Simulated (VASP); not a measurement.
A run of VASP 6.6.1:

Contents of INCAR:

```
PREC = Accurate
ENCUT = 600
EDIFF = 1E-7
ISMEAR = 1
SIGMA = 0.1
LREAL = F
LASPH = T
NELM = 80
ALGO = Fast
ISIF = 2
LWAVE = F
LCHARG = F
GGA = PS
IBRION = 2
NSW = 40
EDIFFG = -0.01
```

File KPOINTS:

```
Automatic mesh
0
Gamma
  16 16 16
```

The input POSCAR:

```
Ag                                      
1.0
    0.0000000000      2.0257627205      2.0257627205
    2.0257627205      0.0000000000      2.0257627205
    2.0257627205      2.0257627205      0.0000000000
  Ag            
     1
Direct
     0.0000000000000000    0.0000000000000000    0.0000000000000000
```

Potentials or basis: VASP PAW PBE potentials, release 64 (Ag).

Run with:

```bash
$ cat potpaw_PBE.64/Ag/POTCAR > POTCAR
$ mpirun -np 1 vasp_std > vasp.out
```

Hardware: 1 thread of Intel(R) Xeon(R) 6975P-C (Granite Rapids), with other jobs on the host.

Q: Estimate the wall time of this run.

A: Run time: 12 s on 1 thread of Intel(R) Xeon(R) 6975P-C (Granite Rapids), with other jobs on the host, peak memory 0.15 GiB. Counts: scf iterations 14, k points 145, ion steps 1.
